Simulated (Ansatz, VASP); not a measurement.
**Two plane-wave programs on KF**

INCAR

```
SYSTEM = KF
  ALGO = Normal
  EDIFF = 1E-6
  ENCUT = 520
  GGA = CA
  ISIF = 2
  ISMEAR = 0
  LASPH = .True.
  LCHARG = .False.
  LREAL = .False.
  LWAVE = .False.
  NBANDS = 15
  NELM = 100
  PREC = Accurate
  SIGMA = 0.01
```

The input KPOINTS:

```
k-points
0
Gamma
  8 8 8
  0 0 0
```

The input POSCAR:

```
KF
1.0
    3.0986463401      0.0000000000      0.0000000000
    0.0000000000      3.0986463401      0.0000000000
    0.0000000000      0.0000000000      3.0986463401
K F
1 1
Direct
    0.0000000000      0.0000000000      0.0000000000
    0.5000000000      0.5000000000      0.5000000000
```

Input for Ansatz:

```yaml
crystal:
  lattice:
    - [3.09864634006, 0.0, 0.0]
    - [0.0, 3.09864634006, 0.0]
    - [0.0, 0.0, 3.09864634006]
  atoms:
    - { symbol: K, position: [0.0, 0.0, 0.0] }
    - { symbol: F, position: [0.5, 0.5, 0.5] }
kpoints:
  mp_grid: { grid: [8, 8, 8] }
scf:
  occupations: { method: fixed }
  convergence: { dr2_threshold: 1.0e-10 }
hamiltonian:
  xc: lda
  pseudopotentials: { kind: paw }
output:
  forces: true
  stress: true
  eigenstates:
    kpoints:
      - [0.0, 0.0, 0.0]
      - [0.0, 0.5, 0.5]
      - [0.5, 0.0, 0.5]
      - [0.5, 0.5, 0.0]
      - [-0.5, -0.5, -0.5]
      - [0.0, -0.5, 0.0]
      - [0.0, 0.0, -0.5]
      - [-0.5, 0.0, 0.0]
  eigenvalues: true
```

Alike in both runs: task single point; functional LDA; k mesh 8 × 8 × 8; no spin polarisation.

```csv
,VASP,Ansatz
version,VASP 6.6.1,Ansatz 0.2.0
potentials or method,"VASP PAW LDA potentials, release 64 (K_sv, F)","PAW with Ansatz's default frozen-core files, scalar-relativistic"
plane-wave cutoff (eV),520,420
occupations,"gaussian, width 0.01 eV",fixed
valence electrons in the cell,16,16
```

VASP gave:

* gap on the k mesh at the Fermi level (eV): 7.07
* pressure (GPa): -0.4

**Question.** What did Ansatz give for the same quantities?

**Answer.** gap on the k mesh at the Fermi level (eV): 7.09; pressure (GPa): -0.8.

A k mesh can miss the band edges.
